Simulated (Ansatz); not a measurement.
Crystal: Tc.

```
Tc
1.0
     0.00000    1.95000    1.95000
     1.95000    0.00000    1.95000
     1.95000    1.95000    0.00000
Tc
1
Direct
  0.00000 0.00000 0.00000
```

This isn't the form of Tc at room conditions, which is hcp.

```yaml
Program: Ansatz 0.2.0
Task: relaxation of cell and atoms
Functional: LDA
Potentials_or_basis: all-electron LAPW, relativistic spinors
Basis_error_allowed: 0.001 eV/atom
k_mesh: 9 × 9 × 9
Occupations: fermi-dirac, width 0.05 eV
Spin: spin-orbit coupling, no magnetisation
```

At the start: volume 14.83 Å³/atom.

Question: Where does the relaxation end?

Answer: Over 4 steps the energy falls by 65.5 meV/atom and the volume is 13.84 Å³/atom (-6.6 %); space group Fm-3m (No. 225, to 0.05 Å).

The path:
```
step  energy change (eV)  largest force (eV/Å)  volume (Å³)
   1              0.0000                0.0000        14.83
   2             -0.0643                0.0000        13.97
   3             -0.0655                0.0000        13.84
   4             -0.0655                0.0000        13.84
```

Final structure:
```
Tc
1.0
     0.00000    1.90582    1.90582
     1.90582    0.00000    1.90582
     1.90582    1.90582    0.00000
Tc
1
Direct
  0.00000 0.00000 0.00000
```

Caveat: the k mesh is thin for a metal, which can move the energy by tens of meV per atom.
